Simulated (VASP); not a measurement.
**Al: single point with PBE+D3(BJ)**

Al, a slab with vacuum:

```
Al
1.0
     1.46024    2.52922    0.00000
    -2.92049    0.00000    0.00000
     0.00000    0.00000   29.33286
Al
4
Direct
  0.66667 0.33333 0.54685
  0.33333 0.66667 0.62478
  0.00000 0.00000 0.70409
  0.66667 0.33333 0.78312
```

The cell was built by a generator and needn't be a form met in nature.

* Program: VASP 6.6.1
* Task: single point
* Functional: PBE
* Dispersion: D3(BJ)
* Potentials or basis: VASP PAW PBE potentials, release 64 (Al)
* Cutoff: 520 eV
* k mesh: 15 × 15 × 1
* Occupations: methfessel-paxton, width 0.1 eV
* Spin: no spin polarisation
* Dipole correction: yes
* Further INCAR settings: ALGO = Normal; EDIFF = 1e-07; NBANDS = 14

```json
{"Largest force": "0.244 eV/Å", "Band gap on the k mesh": "none (metal or under the smearing width)", "Dispersion energy per atom": "-0.244 eV"}
```

Forces in eV/Å, atoms in the order of the input:
```
Al   0.000  0.000  0.042
Al   0.000  0.000  0.244
Al   0.000  0.000 -0.152
Al   0.000  0.000 -0.134
```

Levels at points of the mesh, in eV from the Fermi level:
```csv
k point,band 4,band 5,band 6,band 7,band 8,band 9
"(0.00, 0.00, 0.00)",-5.56,-3.14,-0.22,2.31,3.59,3.98
```

Wall time 110 s on 1 thread of AMD EPYC 9R14 (Zen 4) (shared host), peak memory 0.33 GiB.
